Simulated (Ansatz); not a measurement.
## Relaxing Hg₃S

All numbers below come from Ansatz 0.2.0, DFT PBE, scalar-relativistic, plane waves, PAW. Cutoff 420 eV, Γ-centred k mesh, Gaussian smearing, no spin polarisation in the final step.

This is the end of a relaxation of cell and atoms.

```
Hg S
1.0
     4.97037    0.00000    0.00000
     0.00000    4.97037    0.00000
     0.00000    0.00000    3.80612
Hg S
3 1
Direct
  0.00000 0.50000 0.50000
  0.50000 0.00000 0.50000
  0.50000 0.50000 0.00000
  0.00000 0.00000 0.00000
```

The zero of energy is the elements' standard structures at the same level; no fitted shifts are applied.

Problem. What space group does it have?

Solution. P4/mmm (No. 123). Conventional cell: a = 4.970 Å, c = 3.806 Å. Hg on Wyckoff site e (2 atoms of the primitive cell) has 4 Hg at 3.13 Å, 4 S at 3.13 Å, 4 Hg at 3.51 Å and 2 Hg at 3.81 Å; around Hg on Wyckoff site c (1 atom of the primitive cell) lie 8 Hg at 3.13 Å, 4 S at 3.51 Å and 2 Hg at 3.81 Å; S is coordinated by 8 Hg at 3.13 Å, 4 Hg at 3.51 Å and 2 S at 3.81 Å.

Problem. What is its formation energy per atom?

Solution. 0.26 eV/atom.

Problem. Is it a metal?

Solution. Yes, bands cross the Fermi level on the 10×10×10 mesh.

The final run used a 10×10×10 mesh on its 4-atom cell and 0.10 eV smearing. The k mesh leaves about 4 meV/atom of noise in metals. Spin–orbit coupling is left out. The cell came from a trial start, so Hg₃S may not exist in this structure.

Cost: 2 runs of about 2.3 core-minutes in all, on Intel Xeon 6975P-C (Granite Rapids) (shared hosts).